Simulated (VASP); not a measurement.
Write the native input for VASP 6.6.1 that does the following.

* Task: relaxation of cell and atoms
* Functional: PBE
* Potentials or basis: VASP PAW PBE potentials, release 64 (Sb)
* Cutoff: 600 eV
* k mesh: 10 × 10 × 10
* Occupations: fermi-dirac, width 0.1 eV
* Spin: no spin polarisation
* Target pressure: 20 GPa
* Dipole correction: no
* Further INCAR settings: ALGO = Fast; EDIFF = 1e-06; IBRION = 2; EDIFFG = -0.03; NSW = 80; ISIF = 3
* Target pressure: 20 GPa

The structure of Sb lies in POSCAR:

```
Sb
1.0
   -1.7250000000      1.7250000000      1.7250000000
    1.7250000000     -1.7250000000      1.7250000000
    1.7250000000      1.7250000000     -1.7250000000
Sb
1
Direct
    0.0000000000      0.0000000000      0.0000000000
```

This isn't the form of Sb at room conditions, which is rhombohedral.

These files were run (other wordings do the same):

INCAR

```
PREC = Accurate
ENCUT = 600
EDIFF = 1E-6
ISMEAR = -1
SIGMA = 0.1
LREAL = False
LASPH = True
NELM = 100
ALGO = Fast
ISIF = 3
LWAVE = False
LCHARG = False
GGA = PE
IBRION = 2
NSW = 80
EDIFFG = -0.03
PSTRESS = 200.0
```

KPOINTS

```
Automatic mesh
0
Gamma
  10 10 10
```

Potentials or basis: VASP PAW PBE potentials, release 64 (Sb).

Launch:

```sh
$ cat potpaw_PBE.64/Sb/POTCAR > POTCAR
$ mpirun -np 1 vasp_std > vasp.out
```

It gave:

- Relaxed volume: 22.20 Å³/atom
- Relaxed cell: a = 3.067 Å, b = 3.067 Å, c = 3.067 Å, α = 109.47°, β = 109.47°, γ = 109.47°
- Space group after relaxing (to 0.05 Å): Im-3m (No. 229)
- Energy change on relaxing (the enthalpy is what falls): -269.6 meV/atom
- Ionic steps: 4
- Pressure after relaxing: 20.0 GPa
- Band gap on the k mesh: none (metal or under the smearing width)

Caveat: the cell is relaxed towards a set pressure, so the enthalpy falls and the energy may rise.

Wall time 6.7 s on 1 thread of Intel(R) Xeon(R) 6975P-C (Granite Rapids), with other jobs on the host, peak memory 0.15 GiB.
